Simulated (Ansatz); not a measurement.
Crystal: CdS (Greenockite).

```xyz
4
Lattice="4.1500 0.0000 0.0000 -2.0750 3.5940 0.0000 0.0000 0.0000 6.7370" Properties=species:S:1:pos:R:3 pbc="T T T"
Cd    2.0750    1.1980    3.3685
Cd    0.0000    2.3960    0.0000
S     2.0750    1.1980    5.8949
S     0.0000    2.3960    2.5264
```

Base run:

| Quantity | Value |
| --- | --- |
| Program | Ansatz 0.2.0 |
| Functional | PBE |
| Potentials or basis | Ansatz PAW |
| Cutoff | 800 eV |
| Density cutoff | 3200 eV |
| k mesh | 7 × 7 × 4 |
| Occupations | fermi-dirac, width 0.05 eV |
| Spin | no spin polarisation |

Its results: band gap on the k mesh 1.20 eV, direct; pressure 2.1 GPa; largest force 0.068 eV/Å.

Problem. The run is repeated on the same cell with these changes: functional from PBE to HSEsol; cutoff from 800 eV to 420 eV (not typed: the program's choice for these potentials); k mesh from 7 × 7 × 4 to 4 × 4 × 3. What comes out?

Solution. Band gap on the k mesh 2.08 eV, direct; pressure -1.2 GPa; largest force 0.060 eV/Å.

Several settings changed at once, so the effect can't be laid on one alone.

Caveats: some runs use coarse meshes; odd divisions of the mesh miss points on the zone boundary, where band edges often lie, so the gap on the mesh can be too wide (some runs); the PAW data sets come from PBE, with cores solved anew for the run's functional, which leaves a small shift of forces and pressure (some runs); the thresholds are loose for stress (some runs).
